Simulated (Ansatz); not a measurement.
ZrC:

```
Zr C
1.0
     3.39148    0.00000    0.00000
    -1.69574    2.93710    0.00000
     0.00000    0.00000    5.29005
Zr C
2 2
Direct
  0.66667 0.33333 0.75000
  0.33333 0.66667 0.25000
  0.00000 0.00000 0.50000
  0.00000 0.00000 0.00000
```

The cell comes from a database or a generator and needn't be the stable form of this composition.

Base run:

- Program: Ansatz 0.2.0
- Functional: PBEsol
- Potentials or basis: Ansatz PAW
- Cutoff: 420 eV (not typed: the program's choice for these potentials)
- k mesh: 9 × 9 × 5
- Occupations: fermi-dirac, width 0.05 eV
- Spin: no spin polarisation
- Hubbard terms: Zr d U = 5 eV

Its results: band gap on the k mesh none (metal or under the smearing width); pressure -1.5 GPa.

Question: The run is repeated on the same cell with these changes: hubbard terms from Zr d U = 5 eV to Zr d U = 3 eV. What comes out?

Answer: Band gap on the k mesh none (metal or under the smearing width); pressure -4.2 GPa.

Caveats: U without spin polarisation on a metal has little footing; the PAW data sets come from PBE, with cores solved anew for the run's functional, which leaves a small shift of forces and pressure; the U is typed as a test and isn't derived for this compound.
